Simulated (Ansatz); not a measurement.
# BN (F-43m) in Ansatz: further runs, part 2 of 2

Ansatz 0.2.0.

## Step 3: Relaxation of cell and atoms, PBE

Contents of input.yaml:

```yaml
crystal:
  lattice:
    - [0.0, 1.813001, 1.813001]
    - [1.813001, 0.0, 1.813001]
    - [1.813001, 1.813001, 0.0]
  atoms:
    - { symbol: "N", position: [0.25, 0.25, 0.25] }
    - { symbol: B, position: [0.0, 0.0, 0.0] }
hamiltonian:
  xc: pbe
  pseudopotentials: { kind: paw }
kpoints:
  mp_grid: { grid: [13, 13, 13] }
scf:
  occupations: { method: fermi_dirac, width: 0.05 }
output:
  forces: true
  stress: true
  eigenvalues: true
  write_density: true
  write_potential: true
  elf: true
  volumetric_format: npy
relax:
  f_tol: 0.01
  max_steps: 40
  cell: { stress_tol: 0.05 }
```

Potentials or basis: Ansatz PAW.

The run is started by

```
ansatz run input.yaml --threads 2 --pin off --max-ram 5632MiB --backend cpu --events-out ev --progress --plain --runs-dir out
```

Log:

```text
Warning: RAYON_NUM_THREADS=2 ignored (pool sized by the plan → 2); use --threads N
Engine: ansatz 0.2.0, aarch64-unknown-linux-gnu
Pseudopotentials: kind: paw
Pseudopotential: N, paw, valence charge 5, recommended cutoff 420 eV (normal), N.paw.azcp
Pseudopotential: B, paw, valence charge 3, recommended cutoff 420 eV (normal), B.paw.azcp
Functional definition: PBE
  parameter kappa = 0.804
  parameter beta = 0.06672455060314922
  exchange = pbe_x(kappa = kappa, mu = beta*pi^2/3)
  correlation = pbe_c(beta = beta)
Crystal: 2 atoms, lattice volume = 11.919 Å³
Basis set: ecut = 420 eV, 259 PW (Γ), exchange–correlation on 36×36×36 points (8 copies of the dense FFT grid, shifted against one another)
Bands: 8, of which v1, the nominal top of the filled ones, is band 4 counted from 1 (3 counted from 0)
Symmetry: 24 space group operations
Space group: F-43m (ITA 216), of the structure as read, at distance tolerance 2.3e-5 Å
k-points: 84 of 2197 (time reversal used)
Non-local potential: N, projectors of the file, l = 0: 2, l = 1: 2, l = 2: 1
Non-local potential: B, projectors of the file, l = 0: 2, l = 1: 2, l = 2: 1
PAW form: soft (Blöchl's): semilocal exchange-correlation on the pseudo side does not see the compensation charge
PAW one-centre angular grid: N, 110 points (default); XC on 64 Gauss nodes
PAW one-centre angular grid: B, 110 points (default); XC on 64 Gauss nodes
Initial density: superposition of atomic densities (neutral atoms: chi_scale 0, normalization atom), corrected by the library's trained network
Initial wavefunctions: pseudopotential atomic-orbital guess
Functional: x = pbe(κ = 0.804, μ = 0.2195149727645171), c = pbe(β = 0.06672455060314922)
SCF iter   1: F=—  HF=-542.275746 eV  |F-HF|=—  |Δ(HF+E_count)|=         —  Δρ=1.60e-3  dr2=1.66e-4  ethr=1.77e-3  ⟨swp⟩=4.3  Hψ=4261  notcnv=0
preconditioner: auto → none  [insulator: Δε(μ)=4.540 eV  Ē_g=19.881 eV  σ=0.050 eV  W_gap=1.00  n_scr=0 (ndim 8)  ℏωp=30.4 eV  f_vac=0.000  D(μ)=0.00/eV (n_scr^D=0)  ε∞_Penn≈3.3]
[... 44 lines left out ...]
  E_band       = 25.731399
  E_kinetic    = 185.138709
  E_local      = -176.093940  (includes V_loc(G=0)·N_el)
  E_nonlocal   = 56.517977
  E_hartree    = 49.317803
  E_xc         = -93.328963
  E_vxc        = -116.075884  (∫ρ·V_xc dr)
  E_paw        = -206.405172  (= ΣΔE_a)
  E_vpaw       = -22.391184  (= ΣTr[D̂ρ^β])
  E_aug_tail   = 0.000103  (compensation charges beyond the density's cutoff)
  E_ewald      = -357.422484
  E_smearing   = -0.000000  (= −TS)
  E_closure    = 0.000000  (closes the sum)
  Σ components = -542.275967   (vs F -542.275967, Δ=0.00e0)
--- Forces (eV/Å), atoms counted from 1 ---
  atom   1  N     -0.00000000    -0.00000000    -0.00000000
  atom   2  B     -0.00000000    -0.00000000    -0.00000000
  max |Σ_I F_I| component: 4.82e-16 eV/Å
--- Stress (GPa, compression-positive) ---
       -0.007719       0.000000       0.000000
        0.000000      -0.007719       0.000000
        0.000000       0.000000      -0.007719
  P = ⅓ Tr σ = -0.0077 GPa (-0.077 kbar)
--- Band table (eV; the first three rows and the last of 84) ---
  k-point 0: bands = ["-9.0901", "11.0503", "11.0503", "11.0503", "19.8425", "19.8425", "19.8425", "21.2416"]
  k-point 1: bands = ["-8.9469", "10.2689", "10.8971", "10.8971", "20.0129", "20.0757", "20.0757", "21.7354"]
  k-point 2: bands = ["-8.5218", "8.4169", "10.5120", "10.5120", "20.2797", "20.6390", "20.6390", "22.9390"]
  k-point 83: bands = ["-3.3389", "3.2674", "4.1583", "5.0565", "20.4921", "23.9796", "25.0855", "26.4926"]
--- Relaxed structure (3 steps of the walk, 3 accepted, 1 SCFs on fresh bases) ---
  F+E_penalty+E_count = -542.27596742 eV   max|allowed force component| = 2.215e-16 eV/Å   (the final SCF, on the basis selected at the relaxed cell)
  cell:  # Å, volume = 11.9060 Å³
    - [1.0389782035826165e-33, 1.8123657126586425, 1.8123657126586425]
    - [1.8123657126586425, 1.3829158158030685e-33, 1.8123657126586425]
    - [1.8123657126586425, 1.8123657126586425, 2.7387624676813793e-33]
  atoms:
    - { symbol: N, position: [0.24999999999999997, 0.24999999999999997, 0.24999999999999997] }
    - { symbol: B, position: [-2.0360527803030455e-34, 2.7442450517128e-34, 2.0360527803030455e-34] }
```

v_z.tsv:

```text
# z_ang	v_es[eV]	v_tot[eV]
# format = ansatz-planar-average/11
# xc	pbe
# density_cutoff_ev	1680
# datasets	N=:simpson_from_first_knot:soft	B=:simpson_from_first_knot:soft
# lattice	0.000000000	1.812365713	1.812365713
# lattice	1.812365713	0.000000000	1.812365713
# lattice	1.812365713	1.812365713	0.000000000
# sites	2
# site	7	0.906182856	0.906182856	0.906182856
# site	5	0.000000000	-0.000000000	0.000000000
0.000000	-3.853556e0	-1.799451e1
0.142393	-5.711955e0	-2.050313e1
0.284786	-6.662083e0	-2.178709e1
0.427179	-6.456117e0	-2.162945e1
0.569572	-5.099060e0	-2.007978e1
0.711964	-2.878831e0	-1.745978e1
[... 10 lines left out ...]
2.278286	1.111401e0	-1.106010e1
2.420679	-1.456770e0	-1.466399e1
```

Wall time 2.8 s (2 threads of Arm Neoverse V1, shared host); peak memory 0.27 GiB.

What came out:

```yaml
Free_energy: -542.2760 eV
Relaxed_volume: 5.95 Å³/atom
Relaxed_cell: a = 2.563 Å, b = 2.563 Å, c = 2.563 Å, α = 60.00°, β = 60.00°, γ = 60.00°
Space_group_after_relaxing_to_0.05_Å: F-43m (No. 216)
Energy_gained_by_relaxing: 0.0 meV/atom
Ionic_steps: 4
Pressure_after_relaxing: 0.0 GPa
Band_gap_on_the_k_mesh: 4.54 eV, indirect (least direct gap 8.79 eV)
```

Final structure:
```xyz
2
Lattice="0.0000 1.8124 1.8124 1.8124 0.0000 1.8124 1.8124 1.8124 0.0000" Properties=species:S:1:pos:R:3 pbc="T T T"
N     0.9062    0.9062    0.9062
B     0.0000    0.0000    0.0000
```

Levels at points of the mesh, in eV from the valence-band top:
| k point | band 1 | band 2 | band 3 | band 4 | band 5 | band 6 | band 7 | band 8 |
| --- | --- | --- | --- | --- | --- | --- | --- | --- |
| (0.00, 0.00, 0.00) | -20.14 | 0.00 | 0.00 | 0.00 | 8.79 | 8.79 | 8.79 | 10.19 |

Caveat: odd divisions of the mesh miss points on the zone boundary, where band edges often lie, so the gap on the mesh can be too wide; the plane-wave basis is chosen anew once the cell has moved, so the energies of steps on either side of that aren't comparable; the pressure holds a Pulay correction of +1.1 GPa for the finite cutoff. Expect the measured gap to be larger: semilocal functionals such as PBE lack the derivative discontinuity.

## Step 4: Relaxation of cell and atoms, PBEsol

input.yaml: that of step 3 with these lines changed.

```diff
@@ -9,3 +9,3 @@
 hamiltonian:
-  xc: pbe
+  xc: pbesol
   pseudopotentials: { kind: paw }
@@ -19,6 +19,2 @@
   eigenvalues: true
-  write_density: true
-  write_potential: true
-  elf: true
-  volumetric_format: npy
 relax:
```

The run is started by

```
ansatz run input.yaml --threads 2 --pin off --max-ram 5632MiB --backend cpu --events-out ev --progress --plain --runs-dir out
```

Run time: 4.8 s. Hardware: 2 threads of Arm Neoverse V1, shared host; peak memory 0.27 GiB.

It converged, with:

* Free energy: -533.8365 eV
* Relaxed volume: 5.86 Å³/atom
* Relaxed cell: a = 2.550 Å, b = 2.550 Å, c = 2.550 Å, α = 60.00°, β = 60.00°, γ = 60.00°
* Space group after relaxing (to 0.05 Å): F-43m (No. 216)
* Energy gained by relaxing: 2.0 meV/atom
* Ionic steps: 7
* Pressure after relaxing: 0.0 GPa
* Band gap on the k mesh: 4.37 eV, indirect (least direct gap 8.81 eV)

Step by step:
```csv
step,energy change (eV),largest force (eV/Å),volume (Å³)
1,0.0000,0.0000,11.92
2,-0.0040,0.0000,11.80
3,-0.0052,0.0000,11.72
4,-0.0052,0.0000,11.72
5,-0.0039,0.0000,11.72
6,-0.0040,0.0000,11.72
7,-0.0039,0.0000,11.72
```

Final structure:
```cif
data_structure
_symmetry_space_group_name_H-M 'P 1'
_symmetry_Int_Tables_number 1
_cell_length_a 2.5496
_cell_length_b 2.5496
_cell_length_c 2.5496
_cell_angle_alpha 60.000
_cell_angle_beta 60.000
_cell_angle_gamma 60.000
_cell_volume 11.72
loop_
_atom_site_label
_atom_site_type_symbol
_atom_site_fract_x
_atom_site_fract_y
_atom_site_fract_z
_atom_site_occupancy
N1 N 0.25000 0.25000 0.25000 1
B1 B 0.00000 0.00000 0.00000 1
```

Levels at points of the mesh, in eV from the valence-band top:
| k point | band 2 | band 3 | band 4 | band 5 | band 6 | band 7 |
| --- | --- | --- | --- | --- | --- | --- |
| (0.00, 0.00, 0.00) | 0.00 | 0.00 | 0.00 | 8.81 | 8.81 | 8.81 |

Caveat: odd divisions of the mesh miss points on the zone boundary, where band edges often lie, so the gap on the mesh can be too wide; the plane-wave basis is chosen anew once the cell has moved, so the energies of steps on either side of that aren't comparable; the pressure holds a Pulay correction of +1.1 GPa for the finite cutoff; the PAW data sets come from PBE, with cores solved anew for the run's functional, which leaves a small shift of forces and pressure.

## Step 5: Overview

```csv
level,gap on the mesh (eV),pressure (GPa),relaxed volume (Å³/atom)
LDA,4.47,0.0,5.74
PBE,4.54,0.0,5.95
PBEsol,4.37,0.0,5.86
```

Alike in all rows: task relaxation of cell and atoms; potentials or basis Ansatz PAW; no spin polarisation; cell relaxed; k mesh 13 × 13 × 13; cutoff (eV) 420; smearing fermi-dirac 0.05 eV.

Caveats: odd divisions of the mesh miss points on the zone boundary, where band edges often lie, so the gap on the mesh can be too wide; the plane-wave basis is chosen anew once the cell has moved, so the energies of steps on either side of that aren't comparable; the PAW data sets come from PBE, with cores solved anew for the run's functional, which leaves a small shift of forces and pressure (some runs).

Total energies depend on the potentials used, so only differences within one code and one set of settings carry meaning.
